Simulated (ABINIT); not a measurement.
Crystal: Se.

```xyz
3
Lattice="4.3662 0.0000 0.0000 -2.1831 3.7812 0.0000 0.0000 0.0000 4.9536" Properties=species:S:1:pos:R:3 pbc="T T T"
Se    1.6910    2.9289    0.0000
Se   -0.4921    0.8523    3.3024
Se    0.9841    0.0000    1.6512
```

Base run:

| Quantity | Value |
| --- | --- |
| Program | ABINIT 10.8.3 (patched build) |
| Functional | WC |
| Potentials or basis | JTH PAW PBE v2.0 |
| Cutoff | 408 eV |
| k mesh | 7 × 7 × 6 |
| Occupations | fermi-dirac, width 0.05 eV |
| Spin | no spin polarisation |

Its results: band gap on the k mesh 1.13 eV, indirect (least direct gap 1.44 eV); pressure 0.3 GPa; largest force 0.374 eV/Å.

Problem. After a change of settings the same cell gave: band gap on the k mesh 1.27 eV, indirect (least direct gap 1.52 eV); pressure 3.9 GPa; largest force 0.407 eV/Å. Which change was it?
A. functional from WC to PBE; k mesh from 7 × 7 × 6 to 6 × 6 × 5
B. functional from WC to revPBE
C. functional from WC to AM05
D. functional from WC to PBEsol; k mesh from 7 × 7 × 6 to 3 × 3 × 2

Solution. B.

revPBE binds less tightly than WC, so the same cell stands under more pressure.

Caveats: the PAW data sets were made with another functional, which shifts forces and pressure a little; the mesh misses the band edges, which the band path finds closer together.
